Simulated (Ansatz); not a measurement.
**Kick test of a cell of C**

The cell was found from a structure generator's guess, not taken from experiment.

Method: DFT PBE, scalar-relativistic, plane waves, PAW (Ansatz). Plane waves to 420 eV, a k mesh through Γ of 6×6×6 on the computed 12-atom cell and Gaussian smearing (0.02 eV); no spin polarisation.

The cell below (12 atoms, space group Cmme (No. 67)) is relaxed within its symmetry.

```xyz
12
Lattice="2.0945 -3.8187 0.0000 2.0945 3.8187 0.0000 0.0000 0.0000 4.5806" Properties=species:S:1:pos:R:3 pbc="T T T"
C     2.8778    0.7338    1.5483
C     2.8778   -0.7338    3.0322
C     3.4058    0.7338    3.0322
C     3.4058   -0.7338    1.5483
C     1.3113   -0.7338    3.0322
C     1.3113    0.7338    1.5483
C     0.7833   -0.7338    1.5483
C     0.7833    0.7338    3.0322
C     1.3198   -1.9094    0.7201
C     1.3198    1.9094    3.8605
C     2.8692    1.9094    3.8605
C     2.8692   -1.9094    0.7201
```

For the test it was strained at random (σ = 1.5 % a component), the atoms were moved at random (σ = 0.05 Å), and all was relaxed again on a coarse 4×4×4 mesh (in the run’s order of axes) with 0.10 eV smearing, with no symmetry imposed.

Question: Does it come back?

Answer: It returns, within 1 meV/atom of the unmoved cell on that mesh and with the same symmetry when read at 0.1 Å. No instability shows in this cell; modes of other wave vectors, which need another repeat, aren't tested. Another cell of C relaxed alike, in Fmmm, lies 0.41 eV/atom lower, so this cell isn't the stable form at this level.
